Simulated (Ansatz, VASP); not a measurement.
# One calculation of KBr, two programs

Contents of POSCAR:

```
KBr
1.0
    0.0000000000      3.2101875000      3.2925000000
    3.2101875000      0.0000000000      3.2925000000
    3.2101875000      3.2101875000      0.0000000000
K Br
1 1
Direct
    0.0000000000      0.0000000000      0.0000000000
    0.5000000000      0.5000000000      0.5000000000
```

Contents of INCAR.step1:

```
SYSTEM = KBr
  ALGO = Normal
  EDIFF = 1E-4
  ENCUT = 520
  GGA = PE
  ISMEAR = 0
  LASPH = .TRUE.
  LCHARG = .FALSE.
  LREAL = .FALSE.
  LWAVE = .TRUE.
  NBANDS = 15
  NELM = 80
  PREC = Accurate
  SIGMA = 0.05
```

INCAR.step2

```
SYSTEM = KBr
  ALGO = Normal
  EDIFF = 1E-7
  ENCUT = 520
  ISIF = 2
  ISMEAR = 0
  ISTART = 1
  LASPH = .TRUE.
  LCHARG = .FALSE.
  LMIXTAU = .TRUE.
  LREAL = .FALSE.
  LWAVE = .FALSE.
  METAGGA = R2SCAN
  NBANDS = 15
  NELM = 80
  PREC = Accurate
  SIGMA = 0.05
```

Contents of KPOINTS:

```
k-points
0
G
  6 6 6
  0 0 0
```

Input for Ansatz:

```yaml
crystal:
  lattice:
    - [0.0, 3.2101875, 3.2925]
    - [3.2101875, 0.0, 3.2925]
    - [3.2101875, 3.2101875, 0.0]
  atoms:
    - { symbol: K, position: [0.0, 0.0, 0.0] }
    - { symbol: Br, position: [0.5, 0.5, 0.5] }
basis:
  ecutwfc: 500
kpoints:
  mp_grid: { grid: [6, 6, 6] }
hamiltonian:
  xc: r2scan
scf:
  occupations: { method: gaussian, width: 0.05 }
output:
  forces: true
  stress: true
  eigenvalues: true
```

Change from the starting cell: strain -0.025 along x and y, +0.000 along z, atoms carried along.

Alike in both runs: task single point; functional r2SCAN; k mesh 6 × 6 × 6; occupations gaussian, width 0.05 eV; no spin polarisation.

```csv
,VASP,Ansatz
version,VASP 6.6.1,Ansatz 0.2.0
potentials or method,"VASP PAW PBE potentials, release 64 (K_sv, Br)","scalar-relativistic, plane waves, PAW"
plane-wave cutoff (eV),520,500
valence electrons in the cell,16,16
```

```tsv
	VASP	Ansatz	Ansatz less VASP
gap on the k mesh at the Fermi level (eV)	5.24	5.24	-0.003
least direct gap on the mesh (eV)	5.24	5.24	-0.003
pressure (GPa)	1.2	1.2	-0.01
largest component of the traceless stress (GPa)	0.76	0.75	-0.008
```

With one functional, cell and mesh, what is left measures potentials, basis and numerics.

Caveats: the PAW data sets were made with another functional, which shifts forces and pressure a little (VASP).
